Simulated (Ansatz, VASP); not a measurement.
# W (linear W chain): VASP beside Ansatz, part 2 of 2

One calculation is typed for both programs; each brings its own data sets. How far apart do they land? The structure shown is the end of the Ansatz relaxation below.

VASP 6.6.1 and Ansatz 0.2.0.

So far: Starting point; Ansatz: relaxation, revPBE.

**3. VASP: single point, revPBE**

Level of this step: revPBE, zero-moment start; plane waves and PAW (W) (VASP).

The same cell, functional, mesh and smearing now go to VASP, with its own data sets.

Lines of VASP's logs that name or quote its potential files are left out, and so is its time.

The input, INCAR:

```
SYSTEM = W
PREC = Accurate
ENCUT = 600
EDIFF = 1E-06
NELM = 200
ISMEAR = -1
SIGMA = 0.05
LREAL = .FALSE.
ALGO = Normal
GGA = RE
NBANDS = 9
ISPIN = 2
MAGMOM = -0
LASPH = .TRUE.
LMAXMIX = 4
LORBIT = 11
LWAVE = .FALSE.
LCHARG = .FALSE.
ISIF = 2
GGA_COMPAT = .FALSE.
```

The input, POSCAR:

```
W
1.0
    7.5000000000      0.0000000000      0.0000000000
    0.0000000000      7.5000000000      0.0000000000
    0.0000000000      0.0000000000      2.3035302457
W
1
Direct
    0.5000000000      0.5000000000      0.0000000000
```

The input, KPOINTS:

```
Automatic mesh
0
Gamma
1 1 27
0 0 0
```

PAW data sets: W (PBE family, release 64).

The run is started by

```bash
$ mpirun -np 1 vasp_std
```

Numbers of over 12 decimals in the logs are rounded to 6 here.

The program printed:

```text
[banner, memory and clock lines left out]
running    1 mpi-ranks, on    1 nodes
 distrk:  each k-point on    1 cores,    1 groups
 distr:  one band on    1 cores,    1 groups

 POSCAR found type information on POSCAR W
 POSCAR found :  1 types and       1 ions
|                                                                             |
|               ----> ADVICE to this user running VASP <----                  |
|                                                                             |
|     You enforced a specific xc type in the INCAR file but a different       |
|     [... a line on the potential file left out ...]
|     I HOPE YOU KNOW WHAT YOU ARE DOING!                                     |
|                                                                             |

 LDA part: xc-table for (Slater+PW92), standard interpolation
 POSCAR, INCAR and KPOINTS ok, starting setup
 FFT: planning ... GRIDC
 FFT: planning ... GRID_SOFT
 FFT: planning ... GRID
 WAVECAR not read
 entering main loop
       N       E                     dE             d eps       ncg     rms          rms(c)
DAV:   1     0.220682506341E+02    0.22068E+02   -0.19868E+03   504   0.496E+02
DAV:   2    -0.573112913180E+01   -0.27799E+02   -0.24311E+02   902   0.619E+01
DAV:   3    -0.751834376693E+01   -0.17872E+01   -0.17351E+01   556   0.251E+01
DAV:   4    -0.753974745926E+01   -0.21404E-01   -0.21382E-01   749   0.271E+00
DAV:   5    -0.753983476267E+01   -0.87303E-04   -0.87280E-04   613   0.129E-01    0.928E+00
DAV:   6    -0.726334337263E+01    0.27649E+00   -0.10511E-01   519   0.194E+00    0.546E+00
DAV:   7    -0.716035295854E+01    0.10299E+00   -0.22673E-01   513   0.285E+00    0.866E-01
DAV:   8    -0.715713455319E+01    0.32184E-02   -0.54419E-03   614   0.472E-01    0.805E-01
DAV:   9    -0.714267185812E+01    0.14463E-01   -0.10003E-02   515   0.565E-01    0.407E-01
DAV:  10    -0.714298204851E+01   -0.31019E-03   -0.16699E-03   579   0.248E-01    0.264E-01
DAV:  11    -0.714227926717E+01    0.70278E-03   -0.75862E-04   530   0.158E-01    0.406E-02
DAV:  12    -0.714226695164E+01    0.12316E-04   -0.44912E-05   544   0.458E-02    0.344E-02
DAV:  13    -0.714222727834E+01    0.39673E-04   -0.20131E-05   520   0.316E-02    0.197E-02
DAV:  14    -0.714219348640E+01    0.33792E-04   -0.34680E-05   513   0.392E-02    0.867E-03
DAV:  15    -0.714218321592E+01    0.10270E-04   -0.94747E-06   518   0.215E-02    0.841E-03
DAV:  16    -0.714217534661E+01    0.78693E-05   -0.70400E-06   514   0.181E-02    0.124E-03
DAV:  17    -0.714217456660E+01    0.78001E-06   -0.78187E-07   524   0.790E-03
   1 F= -.71421746E+01 E0= -.71296345E+01  d E =-.250801E-01  mag=    -0.0001
```

From OUTCAR (step 3):

```text
ion  position               nearest neighbor table
   1  0.500  0.500  0.000-

  LATTYP: Found a simple tetragonal cell.
 ALAT       =     7.5000000000
 C/A-ratio  =     0.3071373661

 Subroutine GETGRP returns: Found 16 space group operations
 (whereof 16 operations were pure point group operations)

The static configuration has the point symmetry D_4h.

 Found     14 irreducible k-points:

   k-points           NKPTS =     14   k-points in BZ     NKDIM =     14   number of bands    NBANDS=      9

   dimension x,y,z NGX =    60 NGY =   60 NGZ =   18
   dimension x,y,z NGXF=   120 NGYF=  120 NGZF=   36

   ENCUT  =  600.0 eV  44.10 Ry    6.64 a.u.  14.98 14.98  4.60*2*pi/ulx,y,z

   NELECT =       6.0000    total number of electrons

 k-points in reciprocal lattice and weights: Automatic mesh
   0.00000000  0.00000000  0.00000000       0.037
   0.00000000  0.00000000  0.03703704       0.074
   0.00000000  0.00000000  0.07407407       0.074
   0.00000000  0.00000000  0.11111111       0.074
   0.00000000  0.00000000  0.14814815       0.074
   0.00000000  0.00000000  0.18518519       0.074
   0.00000000  0.00000000  0.22222222       0.074
   0.00000000  0.00000000  0.25925926       0.074
   0.00000000  0.00000000  0.29629630       0.074
[...]
0.00000000  0.00000000  0.44444444       0.074
   0.00000000  0.00000000  0.48148148       0.074

 average (electrostatic) potential at core
       1 -48.4151

 E-fermi :  -3.0897

 spin component 1
 k-point     1 :       0.0000    0.0000    0.0000
  band No.  band energies     occupation
      1      -8.1718      1.00000
      2      -5.1368      1.00000
      3      -3.7412      1.00000
      4      -3.7144      1.00000
      5      -0.9465      0.00000
      6      -0.9465      0.00000
      7       1.1944      0.00000
      8       2.5840      0.00000
      9       2.5866      0.00000

 k-point     2 :       0.0000    0.0000    0.0370
  band No.  band energies     occupation
      1      -8.0330      1.00000
      2      -5.0975      1.00000
      3      -3.7160      1.00000
      4      -3.6894      0.99999
      5      -0.9880      0.00000
      6      -0.9880      0.00000
      7       1.2322      0.00000
      8       2.4577      0.00000
      9       2.4578      0.00000

 k-point     3 :       0.0000    0.0000    0.0741
  band No.  band energies     occupation
      1      -7.6236      1.00000
      2      -4.9780      1.00000
      3      -3.6410      0.99998
      4      -3.6151      0.99997
      5      -1.1329      0.00000
      6      -1.1329      0.00000
      7       1.3455      0.00000
      8       2.1853      0.00000
      9       2.1853      0.00000

 k-point     4 :       0.0000    0.0000    0.1111
  band No.  band energies     occupation
      1      -6.9657      1.00000
      2      -4.7721      1.00000
      3      -3.5180      0.99981
      4      -3.4934      0.99969
      5      -1.4279      0.00000
      6      -1.4279      0.00000
      7       1.5344      0.00000
      8       1.9498      0.00000
      9       1.9498      0.00000

 k-point     5 :       0.0000    0.0000    0.1481
  band No.  band energies     occupation
      1      -6.1068      1.00000
      2      -4.4589      1.00000
      3      -3.3504      0.99458
      4      -3.3273      0.99144
      5      -1.8957      0.00000
      6      -1.8957      0.00000
      7       1.7986      0.00000
      8       1.8709      0.00000
      9       1.8709      0.00000

 k-point     6 :       0.0000    0.0000    0.1852
  band No.  band energies     occupation
      1      -5.1614      1.00000
      2      -3.9610      1.00000
      3      -3.1428      0.74297
      4      -3.1217      0.65469
      5      -2.4977      0.00001
      6      -2.4977      0.00001
      7       1.9745      0.00000
      8       1.9745      0.00000
      9       2.1383      0.00000

  Total       -0.1750501     -0.1750501     -1.8568752      0.0000000      0.0000000     -0.0000000
  in kB       -2.1644946     -2.1644946    -22.9602629      0.0000000      0.0000000     -0.0000000
  external PRESSURE =      -9.0964174 kB  Pullay stress =       0.0000000 kB

  energy-cutoff  :      600.00
  volume of cell :      129.57
      direct lattice vectors                 reciprocal lattice vectors
     7.500000000  0.000000000  0.000000000     0.133333333  0.000000000  0.000000000
     0.000000000  7.500000000  0.000000000     0.000000000  0.133333333  0.000000000
     0.000000000  0.000000000  2.303530246     0.000000000  0.000000000  0.434116288

 POSITION                                       TOTAL-FORCE (eV/Angst)
 -----------------------------------------------------------------------------------
      3.75000      3.75000      0.00000         0.000000      0.000000      0.000000
 -----------------------------------------------------------------------------------
    total drift:                                0.000000      0.000000     -0.000000

  FREE ENERGIE OF THE ION-ELECTRON SYSTEM (eV)
  ---------------------------------------------------
  free  energy   TOTEN  =        -7.1421745666 eV

  energy  without entropy=       -7.1170944738  energy(sigma->0) =       -7.12963452

 total charge
# of ion       s       p       d       tot
------------------------------------------
    1        0.722   0.216   4.213   5.150

 magnetization (x)
# of ion       s       p       d       tot
------------------------------------------
    1       -0.000  -0.000  -0.000  -0.000

[... 6 further parts left out ...]
```

**4. Comparison**

Known differences besides the potentials themselves: the data sets hold 14 valence electrons in Ansatz (on its default PAW (the set named soft_2) files) and 6 in VASP; the cutoff is 420 eV in Ansatz and 600 eV in VASP; Ansatz makes its cores anew for this functional, VASP keeps those of its PBE data sets; Ansatz's pressure holds a Pulay correction, VASP's none. Total energies have different zeros and are not compared.

Both answers:

| quantity | Ansatz | VASP | difference |
| --- | --- | --- | --- |
| pressure (GPa) | -0.16 | -0.91 | +0.75 |

**5. Summary of results**

| Item | Value |
| --- | --- |
| difference in pressure (single point, revPBE) | 0.75 GPa |

**Reading.** The difference in pressure is 0.75 GPa (single point, revPBE), within the 1 GPa picked in this series as the mark of a large difference. The data sets hold unlike numbers of valence electrons (14 in Ansatz and 6 in VASP), so part of the differences comes from the potentials. Such differences can come from data sets, numerical settings and the points named under the comparisons, not from the functional's error against experiment.

[Lines on the potential files, build, host, timing and source positions are cut from VASP's logs without a mark.]

[Logs are printed without paths, hosts, clocks, repeated set-up lines and the standing remarks that a program may print on its own settings, such as how far it seeks lower states.]

[Hosts, paths, dates, database ids (printed as entryN), source tags and the programs' standing remarks are cut or masked in the printed files.]
